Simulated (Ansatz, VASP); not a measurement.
Tl in VASP and in Ansatz

INCAR

```
ALGO = Normal
EDIFF = 1E-8
ENCUT = 520
GGA = PE
ISIF = 2
ISMEAR = -1
LASPH = True
LCHARG = False
LEFG = True
LREAL = False
LWAVE = False
NBANDS = 12
NELM = 80
PREC = Accurate
SIGMA = 0.05
```

File KPOINTS:

```
k-points
0
Gamma
  13 13 13
```

Contents of POSCAR:

```
Tl
1.0
   -1.9215900000      1.9410000000      1.9410000000
    1.9410000000     -1.9215900000      1.9410000000
    1.9410000000      1.9410000000     -1.9215900000
Tl
1
Direct
    0.0000000000      0.0000000000      0.0000000000
```

Input for Ansatz:

```yaml
crystal:
  lattice:
    - [-1.92159, 1.941, 1.941]
    - [1.941, -1.92159, 1.941]
    - [1.941, 1.941, -1.92159]
  atoms:
    - { symbol: Tl, position: [0.0, 0.0, 0.0] }
kpoints:
  mp_grid: { grid: [13, 13, 13] }
scf:
  occupations: { method: fermi_dirac, width: 0.05 }
hamiltonian:
  xc: pbe
  pseudopotentials: { kind: paw }
output:
  forces: true
  stress: true
  eigenvalues: true
  efg: { contact_densities: true }
```

Change from the starting cell: equal xy, yz and zx shear strains of +1 %, PAW files.

Alike in both runs: task electric field gradients; functional PBE; k mesh 13 × 13 × 13; occupations fermi-dirac, width 0.05 eV; no spin polarisation.

|  | VASP | Ansatz |
| --- | --- | --- |
| version | VASP 6.6.1 | Ansatz 0.2.0 |
| potentials or method | VASP PAW PBE potentials, release 64 (Tl_d) | PAW with Ansatz's default frozen-core files, scalar-relativistic |
| plane-wave cutoff (eV) | 520 | 420 |
| valence electrons in the cell | 13 | 13 |

```csv
,VASP,Ansatz,Ansatz less VASP
pressure (GPa),2.2,2.3,+0.06
largest component of the traceless stress (GPa),0.10,0.10,-0.001
Vzz of the field gradient on the site that differs most (V/Å²),12.8,12.4,-0.38
```

With one functional, cell and mesh, what is left measures potentials, basis and numerics. Ansatz warned: «gradients_without_spin_orbit».

The runs have no spin-orbit coupling, so splittings on Tl are missing.
